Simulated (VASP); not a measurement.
**A VASP 6.6.1 single-point calculation on LiF**

INCAR

```
ISIF = 2
ENCUT = 520
NSW = 0
NELM = 86
LWAVE = .FALSE.
IBRION = -1
NBANDS = 12
EDIFF = 1E-7
SIGMA = 0.02
LASPH = .TRUE.
PREC = Accurate
ALGO = Conjugate
LREAL = .FALSE.
ISMEAR = -1
LCHARG = .FALSE.
GGA = PE
```

KPOINTS

```
KPOINTS created by Atomic Simulation Environment
0
Gamma
10 10 10
0 0 0
```

POSCAR

```
Li F
 1.0000000000000000
     0.0000000000000000    2.1330296528999999    2.1446105497999999
     2.1330296528999999    0.0000000000000000    2.1446105497999999
     2.1330296528999999    2.1330296528999999    0.0000000000000000
 Li  F
   1   1
Cartesian
  0.0000000000000000  0.0000000000000000  0.0000000000000000
  1.0665148264500000  1.0665148264500000  1.0723052748999999
```

The recommended PBE PAW datasets give the neutral cell 10 valence electrons.

Command

```
mpirun -np 1 vasp_std
```

Predict the outcome of this run.

It converged. Results: gap between bands v and c on the k mesh 7.97 eV; least direct gap on the k mesh 7.97 eV; pressure 3.6 GPa. Band v is the last that the valence electrons fill when counted band by band, and c is the next.

OSZICAR

```
N       E                     dE             d eps       ncg     rms           ort
DAV:   1     0.329209614934E+02    0.32921E+02   -0.63595E+03  1224   0.887E+02
DAV:   2    -0.906392405661E+01   -0.41985E+02   -0.41108E+02  1224   0.185E+02
DAV:   3    -0.103046493514E+02   -0.12407E+01   -0.12362E+01  1224   0.282E+01
DAV:   4    -0.103234869571E+02   -0.18838E-01   -0.18836E-01  1224   0.397E+00
DAV:   5    -0.103237927901E+02   -0.30583E-03   -0.30583E-03  1224   0.387E-01
SDA:   6    -0.837337999166E+01    0.19504E+01   -0.30583E-03  1224   0.462E+01   0.000E+00
CGA:   7    -0.951314937400E+01   -0.11398E+01   -0.11484E+01  1224   0.191E+00  -0.117E+00
CGA:   8    -0.960108381473E+01   -0.87934E-01   -0.88260E-01  1224   0.289E-01  -0.152E-02
CGA:   9    -0.961234657902E+01   -0.11263E-01   -0.11263E-01  1224   0.115E-02  -0.242E-05
CGA:  10    -0.961278342853E+01   -0.43685E-03   -0.43582E-03  1224   0.733E-04   0.781E-05
CGA:  11    -0.961280943030E+01   -0.26002E-04   -0.25869E-04  1224   0.960E-05   0.149E-05
CGA:  12    -0.961281366767E+01   -0.42374E-05   -0.41342E-05  1224   0.186E-05   0.679E-06
CGA:  13    -0.961281453888E+01   -0.87121E-06   -0.82426E-06  1224   0.322E-06   0.366E-06
SDA:  14    -0.961281467923E+01   -0.14035E-06   -0.13494E-06  1224   0.593E-07   0.104E-06
CGA:  15    -0.961281470868E+01   -0.29450E-07   -0.27664E-07  1224   0.137E-07   0.110E-07
   1 F= -.96128147E+01 E0= -.96128147E+01  d E =-.348312E-15
```

For comparison, a separate PBE run of the intended cell, on usual settings and not on those above, gives a gap of 7.97 eV on its mesh and a pressure of 3.6 GPa.
